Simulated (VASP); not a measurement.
BP, 2 atoms in the cell. The structure is cubic, space group F-43m (No. 216). The conventional cell has a = 4.485 Å, b = 4.485 Å, c = 4.485 Å, α = 90.00°, β = 90.00°, γ = 90.00°. B (site symmetry -43m) has 4 P at 1.94 Å as nearest neighbours. Around P (site symmetry -43m) lie 4 B at 1.94 Å.  The cell isn't the ideal one: a relaxed cell with its volume scaled by 0.96.

* Program: VASP 6.6.1
* Task: relaxation of the atoms
* Functional: PBE
* Potentials or basis: VASP PAW PBE potentials, release 64 (B, P)
* Cutoff: 600 eV
* k mesh: 10 × 10 × 10
* Occupations: gaussian, width 0.03 eV
* Spin: no spin polarisation
* Further INCAR settings: ALGO = Fast; EDIFF = 1e-07; IBRION = 2; EDIFFG = -0.01; NSW = 40

Potentials or basis: VASP PAW PBE potentials, release 64 (B, P).

Launch:

```sh
$ cat potpaw_PBE.64/B/POTCAR potpaw_PBE.64/P/POTCAR > POTCAR
$ mpirun -np 1 vasp_std > vasp.out
```

Hardware: 1 thread of Intel(R) Xeon(R) 6975P-C (Granite Rapids), on a shared host.

How long does it take, and how much memory?

It took 6.9 s on 1 thread of Intel(R) Xeon(R) 6975P-C (Granite Rapids), with other jobs on the host, peak memory 0.14 GiB. Counts: scf iterations 15, k points 47, ion steps 1.
